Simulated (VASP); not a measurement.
# MgO (Cmcm) in VASP: a series of runs, part 2 of 2

VASP 6.6.1.

## (3) Single point, PBE (strain -0.0450 x Voigt [0, 1, 0, 0, 0, 0], atoms carried along)

INCAR

```
PREC = Accurate
ENCUT = 520
EDIFF = 1E-6
ISMEAR = 0
SIGMA = 0.05
LREAL = False
LASPH = True
NELM = 100
ALGO = Normal
ISIF = 2
LWAVE = False
LCHARG = False
GGA = PE
NBANDS = 16
```

KPOINTS

```
regular mesh
0
Gamma
  6 6 6
```

POSCAR

```
MgO
1.0
    3.4863778627      0.0000000000      0.0000000000
   -1.7431889314      2.8834236654      0.0000000000
    0.0000000000      0.0000000000      4.1780412200
Mg O
2 2
Direct
    0.6666666667      0.3333333333      0.7500000000
    0.3333333333      0.6666666667      0.2500000000
    0.6666666667      0.3333333333      0.2500000000
    0.3333333333      0.6666666667      0.7500000000
```

Potentials or basis: VASP PAW PBE potentials, release 64 (Mg, O).

Run with:

```bash
$ cat potpaw_PBE.64/Mg/POTCAR potpaw_PBE.64/O/POTCAR > POTCAR
$ mpirun -np 1 vasp_std > vasp.out
```

OUTCAR:

```text
PREC = Accurate
   ENCUT = 520
   EDIFF = 1E-6
   ISMEAR = 0
   LREAL = False
   LASPH = True
   NELM = 100
   ISIF = 2
   GGA = PE

 ion  position               nearest neighbor table
   1  0.667  0.333  0.750-   4 1.92   4 1.99   4 1.99   3 2.09   3 2.09   2 2.84   2 2.84   2 2.89
                             2 2.89   2 2.89   2 2.89
   2  0.333  0.667  0.250-   3 1.92   3 1.99   3 1.99   4 2.09   4 2.09   1 2.84   1 2.84   1 2.89
                             1 2.89   1 2.89   1 2.89
   3  0.667  0.333  0.250-   2 1.92   2 1.99   2 1.99   1 2.09   1 2.09
   4  0.333  0.667  0.750-   1 1.92   1 1.99   1 1.99   2 2.09   2 2.09

  Warning from LATTYP: Monoclinic adjustment (A1->A3, A2->A1, A3->A2)!
  LATTYP: Found a base centered orthorhombic cell.
 ALAT       =     3.4863778627
 B/A-ratio  =     1.6541085212
 C/A-ratio  =     1.1983902447

  Lattice vectors:

 A1 = (   1.7431889314,  -2.8834236654,   0.0000000000)
 A2 = (   1.7431889313,   2.8834236654,   0.0000000000)
 A3 = (   0.0000000000,   0.0000000000,   4.1780412200)

Analysis of symmetry for initial positions (statically):
=====================================================================
 Subroutine PRICEL returns:
 Original cell was already a primitive cell.

 Routine SETGRP: Setting up the symmetry group for a
 base centered orthorhombic supercell.

 Subroutine GETGRP returns: Found  8 space group operations
 (whereof  4 operations were pure point group operations)
 out of a pool of  8 trial point group operations.

The static configuration has the point symmetry C_2h.
 The point group associated with its full space group is D_2h.

Analysis of symmetry for dynamics (positions and initial velocities):
=====================================================================
 Subroutine PRICEL returns:
 Original cell was already a primitive cell.

 Routine SETGRP: Setting up the symmetry group for a
 base centered orthorhombic supercell.

 Subroutine GETGRP returns: Found  8 space group operations
[... 126 lines left out ...]
   IMIX   =      4    mixing-type and parameters
     AMIX     =   0.40;   BMIX     =  1.00
     AMIX_MAG =   1.60;   BMIX_MAG =  1.00
  volume/ion in A,a.u.               =      10.50        70.86
  Fermi-wavevector in a.u.,A,eV,Ry     =   1.186760  2.242651 19.162440  1.408400
  Thomas-Fermi vector in A             =   2.322926
   LORBIT       =      0    0 simple, 1 ext, 2 COOP (PROOUT), +10 PAW based schemes
   GGA     = PE    functional components
   LHFCALC =     F    Hartree Fock is set to
   AEXX    =    0.0000 exact exchange contribution
   IVDW    =     0    specifies the selected vdW correction
   LEPSILON=     F    determine dielectric tensor
   LRPA    =     F    only Hartree local field effects (RPA)
 non-spin polarized calculation
 Gauss-broadening in eV      SIGMA  =   0.05
  energy-cutoff  :      520.00
  volume of cell :       42.00
 maximum number of plane-waves:      1150
 NGX is ok and might be reduce to    28
   NGX = 13   NGY = 13   NGZ = 15

 number of electron      16.0000003 magnetization

 Free energy of the ion-electron system (eV)
  ---------------------------------------------------
  ext. energy  EPLUGINS =         0.00000000
  ---------------------------------------------------
  free energy    TOTEN  =       -23.52672894 eV

  energy without entropy =      -23.52672894  energy(sigma->0) =      -23.52672894

 E-fermi :   2.6264     XC(G=0): -10.2866

 val. band max:        2.3542444190   @ k =   0.0000   0.0000   0.0000
 cond. band min:       6.0053867617   @ k =   0.0000   0.0000   0.0000
 fundamental gap:      3.6511423427
 Fermi energy:         2.6264178342

 k-point     1 :       0.0000    0.0000    0.0000
  band No.  band energies     occupation
      1     -14.8182      2.00000
      2     -13.3366      2.00000
      3      -1.5354      2.00000
      4       0.4843      2.00000
      5       0.5949      2.00000
      6       1.3805      2.00000
[... 433 lines left out ...]
      3      -1.3415      2.00000
      4      -0.7454      2.00000
      5      -0.1555      2.00000
      6       0.5450      2.00000
[... 8 lines left out ...]
     15      16.9050      0.00000
     16      18.0602      0.00000

 [... further k-points ...]
[... 5 lines left out ...]
  --------------------------------------------------------------------------------------
  -------------------------------------------------------------------------------------
  Total        2.0162561      4.7188626      2.2505949     -0.0000000      0.0000000      0.0000000
  in kB       76.9131572    180.0081946     85.8523663     -0.0000000      0.0000000      0.0000000
  external PRESSURE =     114.2579060 kB  Pullay stress =       0.0000000 kB

 VOLUME and BASIS-vectors are now :
 -----------------------------------------------------------------------------
  energy-cutoff  :      520.00
  volume of cell :       42.00
      direct lattice vectors                 reciprocal lattice vectors
     3.486377863  0.000000000  0.000000000     0.286830642  0.173404972  0.000000000
    -1.743188931  2.883423665  0.000000000     0.000000000  0.346809944  0.000000000
     0.000000000  0.000000000  4.178041220     0.000000000  0.000000000  0.239346609

 POSITION                                       TOTAL-FORCE (eV/Angst)
 -----------------------------------------------------------------------------------
      1.74319      0.96114      3.13353        -0.000000      0.538534     -0.000000
     -0.00000      1.92228      1.04451         0.000000     -0.538534     -0.000000
      1.74319      0.96114      1.04451        -0.000000      0.589651      0.000000
     -0.00000      1.92228      3.13353         0.000000     -0.589651     -0.000000
 -----------------------------------------------------------------------------------
    total drift:                               -0.000000      0.000000     -0.000000

  FREE ENERGIE OF THE ION-ELECTRON SYSTEM (eV)
  ---------------------------------------------------
  free  energy   TOTEN  =       -23.5267289374 eV

  energy  without entropy=      -23.5267289374  energy(sigma->0) =      -23.52672894
```

stdout:

```text
POSCAR found type information on POSCAR MgO
 POSCAR found :  2 types and       4 ions
 scaLAPACK will be used
 LDA part: xc-table for (Slater+PW92), standard interpolation
 POSCAR, INCAR and KPOINTS ok, starting setup
 FFT: planning ... GRIDC
 FFT: planning ... GRID_SOFT
 FFT: planning ... GRID
 WAVECAR not read
 entering main loop
```

Wall time 16 s (1 thread of Intel Xeon 6975P-C (Granite Rapids), shared host); peak memory 0.18 GiB.

What came out:

- Free energy: -23.5267 eV
- Pressure: 11.4 GPa
- Largest force: 0.590 eV/Å
- Band gap on the k mesh: 3.65 eV, direct

Forces in eV/Å, atoms in the order of the input:
```
Mg   0.000  0.539  0.000
Mg   0.000 -0.539  0.000
O    0.000  0.590  0.000
O    0.000 -0.590  0.000
```

Stress tensor (GPa, compression positive):
```
 7.69  0.00  0.00
 0.00 18.00  0.00
 0.00  0.00  8.59
```
